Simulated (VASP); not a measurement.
Write the native input for VASP 6.6.1 that does the following.

```yaml
Task: single point
Functional: LDA
Potentials_or_basis: VASP PAW LDA potentials, release 64 (Sn_d)
Cutoff: 520 eV
k_mesh: 10 × 10 × 10
Occupations: fermi-dirac, width 0.1 eV
Spin: no spin polarisation
Dipole_correction: no
Further_INCAR_settings: ALGO = Normal; EDIFF = 1e-06; NBANDS = 13
```

The structure of Sn lies in POSCAR:

```
Sn
1.0
    3.0013002013      0.0000000000      0.0000000000
    0.0000000000      3.0013002013      0.0000000000
    0.0000000000      0.0000000000      3.0013002013
Sn
1
Direct
    0.0000000000      0.0000000000      0.0000000000
```

The cell was built by a generator and needn't be a form met in nature.

These files were run (other wordings do the same):

INCAR

```
PREC     = Accurate       # precision mode
ENCUT    = 520            # plane-wave cutoff, eV
EDIFF    = 1E-6           # SCF threshold, eV
ISMEAR   = -1             # smearing method
SIGMA    = 0.1            # smearing width, eV
LREAL    = False          # projectors in reciprocal space
LASPH    = True           # aspherical terms in the spheres
NELM     = 80             # most SCF steps
ALGO     = Normal         # electronic algorithm
ISIF     = 2              # what is computed and relaxed
LWAVE    = False          # write WAVECAR
LCHARG   = True           # write CHGCAR
GGA      = CA             # functional
LELF     = True           # ELF
LVHAR    = True         
NBANDS   = 13             # bands
```

KPOINTS

```
regular mesh
0
Gamma
  10 10 10
```

Potentials or basis: VASP PAW LDA potentials, release 64 (Sn_d).

Run with:

```bash
$ cat potpaw_LDA.64/Sn_d/POTCAR > POTCAR
$ mpirun -np 1 vasp_std > vasp.out
```

It gave:

```yaml
Pressure: 0.0 GPa
Band_gap_on_the_k_mesh: none (metal or under the smearing width)
```

It took 8 s on 1 thread of Intel(R) Xeon(R) Platinum 8488C (Sapphire Rapids) (shared host), peak memory 0.13 GiB.
